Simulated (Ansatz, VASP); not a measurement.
Rh: VASP beside Ansatz

INCAR

```
ALGO = Normal ; EDIFF = 1E-7
ENCUT = 520 ; GGA = RP
GGA_COMPAT = F ; ISIF = 2
ISMEAR = -1 ; LASPH = T
LCHARG = T ; LMAXMIX = 4
LORBIT = 11 ; LORBMOM = T
LREAL = F ; LSORBIT = T
LVHAR = T ; LWAVE = F
MAGMOM = 0 0 0 ; NBANDS = 26
NELM = 150 ; PREC = Accurate
SIGMA = 0.1
```

KPOINTS

```
k-points
0
Gamma
  12 12 12
```

Contents of POSCAR:

```
Rh
1.0
    0.0000000000      1.9104189093      1.9104189093
    1.9104189093      0.0000000000      1.9104189093
    1.9104189093      1.9104189093      0.0000000000
Rh
1
Direct
    0.0000000000      0.0000000000      0.0000000000
```

File input.yaml:

```yaml
crystal:
  lattice:
    - [0.0, 1.9104189093, 1.9104189093]
    - [1.9104189093, 0.0, 1.9104189093]
    - [1.9104189093, 1.9104189093, 0.0]
  atoms:
    - { symbol: Rh, position: [0.0, 0.0, 0.0] }
hamiltonian:
  xc: rpbe
  pseudopotentials: { kind: paw_fr }
magnetization:
  noncollinear: true
  spin_orbit: true
kpoints:
  mp_grid: { grid: [12, 12, 12] }
scf:
  occupations: { method: fermi_dirac, width: 0.1 }
output:
  forces: true
  stress: true
  eigenvalues: true
```

Alike in both runs: task single point; functional RPBE; k mesh 12 × 12 × 12; occupations fermi-dirac, width 0.1 eV; non-collinear spin, spin-orbit coupling.

```csv
,VASP,Ansatz
version,VASP 6.6.1,Ansatz 0.2.0
potentials or method,"VASP PAW PBE potentials, release 64 (Rh_pv)",Ansatz PAW
plane-wave cutoff (eV),520,420
valence electrons in the cell,15,17
```

```tsv
	VASP	Ansatz	Ansatz less VASP
gap on the k mesh at the Fermi level (eV)	none	none	-
pressure (GPa)	7.2	7.0	-0.29
net moment per atom (μB)	0.00	0.00	0.000
```

A gap of «none» marks a metal or a gap that the smearing closes. With one functional, cell and mesh, what is left measures potentials, basis and numerics. The two sets of potentials don't hold the same shells in valence.

Caveats: the PAW data sets were made with another functional, which shifts forces and pressure a little (VASP); the PAW data sets come from PBE, with cores solved anew for the run's functional, which leaves a small shift of forces and pressure (Ansatz).
